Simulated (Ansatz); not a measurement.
Crystal: InPd.

```
In Pd
1.0
     3.27188    0.00000    0.00000
     0.00000    3.27188    0.00000
     0.00000    0.00000    3.27188
In Pd
1 1
Cartesian
  0.0000 0.0000 0.0000
  1.6359 1.6359 1.6359
```

The cell comes from a database or a generator and needn't be the stable form of this composition.

Base run:

```yaml
Program: Ansatz 0.2.0
Functional: PBE
Potentials_or_basis: Ansatz PAW
Cutoff: "420 eV (not typed: the program's choice for these potentials)"
k_mesh: 6 × 6 × 6
Occupations: fermi-dirac, width 0.05 eV
Spin: spin-orbit coupling, no magnetisation
```

Its results: band gap on the k mesh none (metal or under the smearing width); pressure 3.8 GPa.

Q: The run is repeated on the same cell with these changes: functional from PBE to LDA. What comes out?

A: Band gap on the k mesh none (metal or under the smearing width); pressure -6.9 GPa.

LDA binds more tightly than PBE, so the same cell stands under less pressure.

Caveats: the PAW data sets come from PBE, with cores solved anew for the run's functional, which leaves a small shift of forces and pressure (some runs).
